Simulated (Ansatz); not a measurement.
A relaxed cell of Ge is given with its symmetry left out. The cell was found from a structure generator's guess, not taken from experiment.

The calculation used Ansatz, DFT PBE, scalar-relativistic, plane waves, PAW. Cutoff 420 eV, Γ-centred mesh, Gaussian smearing, no spin polarisation.

```yaml
crystal:
  lattice:
    - [4.12731, 0.00000, 0.00000]
    - [-2.06365, 3.57435, 0.00000]
    - [0.00000, 0.00000, 4.41301]
  atoms:
    - { symbol: Ge, position: [0.00000, 0.50000, 0.33333] }
    - { symbol: Ge, position: [0.50000, 0.50000, 0.66667] }
    - { symbol: Ge, position: [0.50000, 0.00000, 0.00000] }
```

Energies count from the standard state of Ge at the same level.

(1) What space group does it have?

(2) How far does it lie from the standard state of Ge?

(3) Is it a metal?

(4) From what recipe could a structure generator have reached it?

Answers

(1) P6_422 (No. 181). Conventional cell: a = 4.127 Å, c = 4.413 Å. Ge has 4 Ge at 2.53 Å.

(2) +0.17 eV/atom. It lies above the standard state, so it could only be metastable.

(3) Yes, bands cross the Fermi level on the 12×12×10 mesh.

(4) One such recipe: 4-connected net of one element (P6_422, No. 181). Other recipes can lead to the same cell.

The last run used a 12×12×10 mesh (in the run's order of axes) for its 3-atom cell and Gaussian smearing of 0.10 eV. The zero gap may come from the functional, which often closes small gaps. Symmetry constrained the relaxation, so the result can be a saddle point.
